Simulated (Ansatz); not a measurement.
## Ti: elastic constants from stress and strain

```
CELL_PARAMETERS angstrom
0.00000 2.03000 2.03000
2.03000 0.00000 2.03000
2.03000 2.03000 0.00000
ATOMIC_POSITIONS crystal
Ti 0.00000 0.00000 0.00000
```

The cell is COD entry 1534878, as deposited and not checked against the literature; nothing was relaxed.

All numbers below come from DFT, PBE, all-electron LAPW, scalar-relativistic in Ansatz 0.2.0.

The runs use a Γ-centred 15×15×15 k mesh, Fermi–Dirac smearing of 0.05 eV, basis error target 0.25 meV/atom, no spin polarisation.

The unstrained cell is at 4.47 GPa. Large strains and very small stresses are left out. Each strain is applied once, with fractional coordinates held (clamped ions), and σ below is the change of stress, positive in tension. One finite strain gives stress–strain coefficients at this pressure with an error of the order of the strain times third-order constants, a few per cent for each per cent of strain. In a metal the k mesh adds noise of tens of per cent to soft shears.

**Question.** Estimate the stiffness probed by this change, and the stress that it gives: z strained by +1.5 % at fixed volume.

**Answer.** σzz − σxx = 0.76 GPa and εzz − εxx = 0.0224, so C11 − C12 = (σzz − σxx)/(εzz − εxx) = 34 GPa.

**Question.** Estimate the stiffness probed by this change, and the stress that it gives: equal xy, yz and zx engineering shear strains of -1 %.

**Answer.** σxy = -0.60 GPa and γxy = 2εxy = -0.0100, so C44 (clamped ions) = σxy/γxy = 60 GPa.

**Question.** Estimate the stiffness probed by this change, and the stress that it gives: equal xy, yz and zx engineering shear strains of +1 %.

**Answer.** σxy = 0.62 GPa and γxy = 2εxy = 0.0100, so C44 (clamped ions) = σxy/γxy = 62 GPa.

**Question.** Scaling the volume by 0.9900 and 1.0100 gives 5.73 GPa and 3.27 GPa. Combine this with the best C11 − C12 to estimate C11 and C12.

**Answer.** B = −ΔP/Δln V = 123.1 GPa = (C11 + 2 C12)/3; with C11 − C12 = 33.9 GPa, C11 = B + (2/3)(C11 − C12) = 146 GPa and C12 = B − (C11 − C12)/3 = 112 GPa.
